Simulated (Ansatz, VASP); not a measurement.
## SiC: VASP beside Ansatz

The input POSCAR:

```
SiC
1.0
    0.0000000000      2.1780523476      2.2470966071
    2.1780523476      0.0000000000      2.2470966071
    2.1780523476      2.1780523476      0.0000000000
Si C
1 1
Direct
    0.0000000000      0.0000000000      0.0000000000
    0.2500000000      0.2500000000      0.2500000000
```

File INCAR.step1:

```
SYSTEM = SiC
PREC = Accurate
ENCUT = 520
ISMEAR = 0
SIGMA = 0.01
LREAL = .FALSE.
LASPH = .TRUE.
NELM = 100
NBANDS = 11
GGA = PE
ALGO = Normal
EDIFF = 1E-4
LWAVE = .TRUE.
LCHARG = .FALSE.
```

Contents of INCAR.step2:

```
SYSTEM = SiC
PREC = Accurate
ENCUT = 520
EDIFF = 1E-6
ISMEAR = 0
SIGMA = 0.01
LREAL = .FALSE.
LASPH = .TRUE.
NELM = 100
ALGO = Normal
ISIF = 2
LWAVE = .FALSE.
LCHARG = .TRUE.
METAGGA = R2SCAN
LMIXTAU = .TRUE.
LELF = .TRUE.
LVHAR = .TRUE.
NBANDS = 11
ISTART = 1
```

File KPOINTS:

```
regular mesh
0
G
  10 10 10
  0 0 0
```

Input for Ansatz:

```yaml
crystal:
  lattice:
    - [0.0, 2.1780523476, 2.2470966071]
    - [2.1780523476, 0.0, 2.2470966071]
    - [2.1780523476, 2.1780523476, 0.0]
  atoms:
    - { symbol: Si, position: [0.0, 0.0, 0.0] }
    - { symbol: C, position: [0.25, 0.25, 0.25] }
kpoints:
  mp_grid: { grid: [10, 10, 10] }
  band_path:
    path:
      - [0.0, 0.0, 0.0]
      - [-0.5, -0.5, 0.0]
      - [-0.375, -0.375, 0.25]
      - [-0.375, 0.0, 0.375]
      - [0.0, 0.0, 0.5]
      - [-0.5, -0.25, 0.25]
    npoints: 1
hamiltonian:
  xc: r2scan
scf:
  occupations: { method: fixed }
  n_extra_bands: 4
output:
  forces: true
  stress: true
  eigenvalues: true
```

Change from the starting cell: uniaxial_z strain +3.2%.

Alike in both runs: task single point; functional r2SCAN; k mesh 10 × 10 × 10; no spin polarisation.

|  | VASP | Ansatz |
| --- | --- | --- |
| version | VASP 6.6.1 | Ansatz 0.2.0 |
| potentials or method | VASP PAW PBE potentials, release 64 (Si, C) | plane waves, PAW |
| plane-wave cutoff (eV) | 520 | 500 |
| occupations | gaussian, width 0.01 eV | fixed |
| valence electrons in the cell | 8 | 8 |

```tsv
	VASP	Ansatz	Ansatz less VASP
gap on the k mesh at the Fermi level (eV)	1.57	1.56	-0.010
pressure (GPa)	-6.8	-6.7	+0.14
largest component of the traceless stress (GPa)	6.15	6.13	-0.024
```

Caveats: the PAW data sets were made with another functional, which shifts forces and pressure a little (VASP). A k mesh can miss the band edges.
